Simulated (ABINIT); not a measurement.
KTaO3:

```xyz
5
Lattice="3.9883 0.0000 0.0000 0.0000 3.9883 0.0000 0.0000 0.0000 3.9883" Properties=species:S:1:pos:R:3 pbc="T T T"
Ta    0.0000    0.0000    0.0000
K     1.9942    1.9942    1.9942
O     0.0000    0.0000    1.9942
O     0.0000    1.9942    0.0000
O     1.9942    0.0000    0.0000
```

| Item | Value |
| --- | --- |
| Program | ABINIT 10.8.3 (patched build) |
| Task | relaxation of cell and atoms |
| Functional | LDA |
| Potentials or basis | PseudoDojo NC SR LDA v0.4.1 standard |
| Cutoff | 1143 eV |
| k mesh | 5 × 5 × 5 |
| Occupations | fermi-dirac, width 0.05 eV |
| Spin | no spin polarisation |

At the start: pressure -7.6 GPa; volume 12.69 Å³/atom.

Where does the relaxation end?

Over 4 steps the energy falls by 11.5 meV/atom and the volume is 12.22 Å³/atom (-3.7 %); space group Pm-3m (No. 221, to 0.05 Å).

The path:
```
step  energy change (eV)  largest force (eV/Å)  pressure (GPa)  volume (Å³)
   1              0.0000                0.0000           -7.60        63.44
   2             -0.0490                0.0000           -3.02        61.98
   3             -0.0572                0.0000            0.17        61.06
   4             -0.0573                0.0000            0.00        61.11
```

Final structure:
```xyz
5
Lattice="3.9388 0.0000 0.0000 0.0000 3.9388 0.0000 0.0000 0.0000 3.9388" Properties=species:S:1:pos:R:3 pbc="T T T"
Ta    0.0000    0.0000    0.0000
K     1.9694    1.9694    1.9694
O     0.0000    0.0000    1.9694
O     0.0000    1.9694    0.0000
O     1.9694    0.0000    0.0000
```
